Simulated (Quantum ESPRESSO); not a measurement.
Crystal: BN.

```xyz
2
Lattice="2.5080 0.0000 0.0000 -1.2467 2.1762 0.0000 -0.6307 -1.0881 3.0225" Properties=species:S:1:pos:R:3 pbc="T T T"
N     0.6410   -0.3484    2.9772
B     1.2297    2.1384    0.0055
```

The cell comes from a database or a generator and needn't be the stable form of this composition.

Base run:

| Quantity | Value |
| --- | --- |
| Program | Quantum ESPRESSO 7.5 |
| Functional | PBEsol |
| Potentials or basis | GBRV 1.5 PBEsol |
| Cutoff | 612 eV |
| Density cutoff | 4898 eV |
| k mesh | 13 × 13 × 9 |
| Occupations | fermi-dirac, width 0.05 eV |
| Spin | no spin polarisation |

Its results: band gap on the k mesh 2.71 eV, indirect (least direct gap 4.48 eV); pressure 2.0 GPa; largest force 2.761 eV/Å.

**Question.** The run is repeated on the same cell with these changes: functional from PBEsol to LDA; potentials or basis from GBRV 1.5 PBEsol to GBRV 1.5 LDA. What comes out?

**Answer.** Band gap on the k mesh 2.64 eV, indirect (least direct gap 4.40 eV); pressure -3.0 GPa; largest force 2.730 eV/Å.

Caveats: forces of over 1 eV/Å show positions far from the minimum, so gaps and moduli don't describe the material at rest.

A k mesh can miss the band edges.
